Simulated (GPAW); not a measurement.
Input of a GPAW 26.7.0 run:

The input run.py:

```python
from ase.calculators.mixing import SumCalculator
from ase.eos import EquationOfState
from ase.io import Trajectory, read
from ase.units import GPa
from dftd4.ase import DFTD4
from gpaw import GPAW, PW, setup_paths

setup_paths.insert(0, '.')

atoms = read('MgO2.xyz')

traj = Trajectory('eos.traj', 'w')
volumes, energies = [], []
for x in [0.94, 0.96, 0.98, 1.0, 1.02, 1.04, 1.06]:
    a = atoms.copy()
    a.set_cell(atoms.cell * x**(1 / 3), scale_atoms=True)
    calc = GPAW(mode=PW(800),
                xc='BLYP',
                kpts={'size': (4, 4, 4), 'gamma': True},
                occupations={'name': 'fermi-dirac', 'width': 0.05},
                nbands=71,
                convergence={'density': 1e-05, 'energy': 1e-05},
                eigensolver='davidson',
                maxiter=150,
                txt=f'eos-{x:.2f}.txt')
    a.calc = SumCalculator([calc, DFTD4(method='blyp')])
    energies.append(a.get_potential_energy())
    volumes.append(a.get_volume())
    p = -a.get_stress()[:3].mean() / GPa
    calc.write(f'eos-{x:.2f}.gpw')
    traj.write(a)
    print(f'{x:.2f} {volumes[-1]:10.4f} A^3 {energies[-1]:14.6f} eV {p:9.3f} GPa', flush=True)

v0, e0, B = EquationOfState(volumes, energies, eos='birchmurnaghan').fit()
print(f'V0 = {v0:.4f} A^3, E0 = {e0:.6f} eV, B0 = {B / GPa:.2f} GPa')
```

Contents of MgO2.xyz:

```xyz
12
Lattice="4.8286124700 0.0000000000 0.0000000000 0.0000000000 4.8286124700 0.0000000000 0.0000000000 0.0000000000 4.8286124700" Properties=species:S:1:pos:R:3 pbc="T T T"
Mg     0.0000000000      0.0000000000      0.0000000000
Mg     2.4143062350      0.0000000000      2.4143062350
Mg     2.4143062350      2.4143062350      0.0000000000
Mg     0.0000000000      2.4143062350      2.4143062350
O      2.8461022011      4.3968165039      0.4317959661
O      4.3968165039      0.4317959661      2.8461022011
O      0.4317959661      2.8461022011      4.3968165039
O      1.9825102689      1.9825102689      1.9825102689
O      2.8461022011      2.8461022011      2.8461022011
O      4.3968165039      1.9825102689      0.4317959661
O      0.4317959661      4.3968165039      1.9825102689
O      1.9825102689      0.4317959661      4.3968165039
```

Potentials or basis: PAW data sets generated in the run's folder for this functional, pw.

The run is started by

```sh
$ gpaw-setup -f BLYP Mg O
$ OMP_NUM_THREADS=1 python run.py
```

Q: Predict the bulk modulus at fixed shape and positions.

A: 128 GPa.

Q: What does it give for the equilibrium volume?

A: 9.66 Å³/atom.

Q: Predict the pressure derivative of the bulk modulus.

A: 6.1 (rough: it moves with the points fitted).

Energy against volume, from the lowest point:
```tsv
volume (Å³/atom)	energy (meV/atom)
8.819	35.86
9.007	20.58
9.194	9.78
9.382	3.09
9.569	0.00
9.757	0.29
9.945	2.80
```

Caveat: the k mesh is coarse; the cell was scaled at fixed shape and fractional positions, which overstates the stiffness of a crystal with free parameters, most of all of layers and chains.
